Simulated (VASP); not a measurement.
Crystal: MnO.

```xyz
4
Lattice="3.3717 0.0000 0.0000 -1.6859 2.9200 0.0000 0.0000 0.0000 5.3855" Properties=species:S:1:pos:R:3 pbc="T T T"
Mn    0.0000    1.9467    0.0590
Mn    1.6859    0.9733    2.7518
O     0.0000    1.9467    2.0221
O     1.6859    0.9733    4.7148
```

Measurements of this composition are mostly on another form, of space group No. 225.

Program: VASP 6.6.1. Alike in all runs: task single point; potentials or basis VASP PAW PBE potentials, release 64 (Mn_pv, O); cell as given; k mesh 6 × 6 × 4; cutoff (eV) 520; smearing gaussian 0.05 eV.

Task: Order these runs on this cell by their pressure, lowest first.
A. level PBEsol+U; spin collinear, ferrimagnetic start; U Mn d U = 7 eV
B. level PBEsol; spin collinear, random start
C. level PBEsol; spin collinear, ferrimagnetic start

Result: C (-5.4 GPa), B (1.2 GPa), A (6.5 GPa).

Caveats: the PAW data sets were made with another functional, which shifts forces and pressure a little.
